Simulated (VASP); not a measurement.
## VASP inputs for InP (strained zincblende)

INCAR

```
LCHARG = .FALSE.
PREC = Accurate
NSW = 0
GGA = PE
SIGMA = 0.02
NELM = 120
NBANDS = 16
EDIFF = 1E-7
LWAVE = .FALSE.
LREAL = .FALSE.
IBRION = -1
ISIF = 2
ISMEAR = -1
ENCUT = 520
LASPH = .TRUE.
```

KPOINTS

```
KPOINTS created by Atomic Simulation Environment
0
Gamma
8 8 8
0 0 0
```

KPOINTS_OPT

```
special points
6
Reciprocal
0.0000000000 0.0000000000 0.0000000000 1
-0.5000000000 -0.5000000000 0.0000000000 1
-0.3750000000 -0.3750000000 0.2500000000 1
-0.3750000000 0.0000000000 0.3750000000 1
0.0000000000 0.0000000000 0.5000000000 1
-0.5000000000 -0.2500000000 0.2500000000 1
```

POSCAR

```
In P
 1.0000000000000000
     0.0000000000000000    3.0128633874999999    3.0128633874999999
     3.0128633874999999    0.0000000000000000    3.0128633874999999
     3.0128633874999999    3.0128633874999999    0.0000000000000000
 In  P
   1   1
Cartesian
  0.0000000000000000  0.0000000000000000  0.0000000000000000
  1.5064316937500000  1.5064316937500000  1.5064316937500000
```

VASP ran with the recommended PBE PAW datasets (18 valence electrons in the cell).

Q: Predict the results.

A: gap between bands v and c 0.26 eV; least direct gap 0.26 eV; pressure -1.9 GPa.

Band v is the last that the valence electrons fill when counted band by band, and c is the next. Levels in eV from the top of v:

```tsv
point	v−1	v	c	c+1
Γ	0.00	0.00	0.26	4.08
X	-2.05	-2.05	1.90	2.25
K	-2.92	-1.71	2.38	4.21
L	-0.86	-0.86	1.30	4.79
W	-2.62	-2.56	4.04	4.28
```
